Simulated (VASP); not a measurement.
CdS, 2 atoms in the cell. The structure is cubic, space group F-43m (No. 216). Conventional cell: a = 5.938 Å, b = 5.938 Å, c = 5.938 Å, α = 90.00°, β = 90.00°, γ = 90.00°. Cd (site symmetry -43m) has 4 S at 2.57 Å as nearest neighbours. Around S (site symmetry -43m) lie 4 Cd at 2.57 Å. 

| Quantity | Value |
| --- | --- |
| Program | VASP 6.6.1 |
| Task | band structure |
| Functional | PBE0 |
| Potentials or basis | VASP PAW PBE potentials, release 64 (Cd, S) |
| Cutoff | 520 eV |
| k mesh | 6 × 6 × 6 |
| Occupations | gaussian, width 0.02 eV |
| Spin | no spin polarisation |
| Grid for exact exchange (PRECFOCK) | Fast |
| Exchange at q = 0 | truncated |
| Further INCAR settings | ALGO = Normal; EDIFF = 1e-07; NBANDS = 16 |

Potentials or basis: VASP PAW PBE potentials, release 64 (Cd, S).

The run is started by

```bash
$ cat potpaw_PBE.64/Cd/POTCAR potpaw_PBE.64/S/POTCAR > POTCAR
$ cp INCAR.step1 INCAR
$ mpirun -np 4 vasp_std > vasp.out
$ cp INCAR.step2 INCAR
$ mpirun -np 4 vasp_std > vasp.out
```

Hardware: 4 MPI ranks on Intel(R) Xeon(R) 6975P-C (Granite Rapids), on a shared host.

**Question.** Estimate the wall time of this run.

**Answer.** Run time: 13 min on 4 MPI ranks on Intel(R) Xeon(R) 6975P-C (Granite Rapids), on a shared host, peak memory 0.26 GiB a rank. Counts: scf iterations 55, k points 16.
